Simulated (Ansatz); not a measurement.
# What a change of settings does to a run on BaTe

The cell was built from the CsCl type and relaxed in the same program; it needn't be a known or the stable phase. The listed cell was then made from it by scaling, straining or moving an atom.

First run: DFT, PBE, PAW with Ansatz's default frozen-core files, scalar-relativistic (Ansatz 0.2.0).

Command: `ansatz run input.yaml --threads 1 --pin off --max-ram 2048MiB --backend cpu --events-out ev --progress --plain --runs-dir out` The run took 5 s on 1 thread of Arm Neoverse V1 (shared host), peak memory 0.41 GiB.

```yaml
crystal:
  lattice:
    - [4.2138837783, 0.0, 0.0]
    - [0.0, 4.2138837783, 0.0]
    - [0.0, 0.0, 4.2138837783]
  atoms:
    - { symbol: Ba, position: [0.0, 0.0, 0.0] }
    - { symbol: Te, position: [0.5, 0.5, 0.5] }
kpoints:
  mp_grid: { grid: [9, 9, 9] }
scf:
  occupations: { method: fermi_dirac, width: 0.05 }
hamiltonian:
  xc: pbe
  pseudopotentials: { kind: paw }
output:
  forces: true
  stress: true
  eigenvalues: true
  efg: { contact_densities: true }
```

Result: converged; pressure 0.70 GPa; gap on the k mesh 0.88 eV (the mesh can miss the band edges); 6 SCF iterations.

Spin–orbit coupling is left out, though it moves levels of the heavy atoms by tenths of an eV or more.

The input is then changed:

```diff
@@ -19,3 +19,7 @@
   eigenvalues: true
   efg: { contact_densities: true }
+basis:
+  ecutrho_ratio: 12
+  ecutwfc: "200 eV"
+accuracy: high
```

(1) What does the second run give?

## Answers

(1) It converged; energy at zero smearing +4020.4 meV/atom from the first run; pressure -0.45 GPa; gap on the k mesh 0.92 eV (the mesh can miss the band edges); 8 SCF iterations. Some of these settings are too coarse for converged properties.
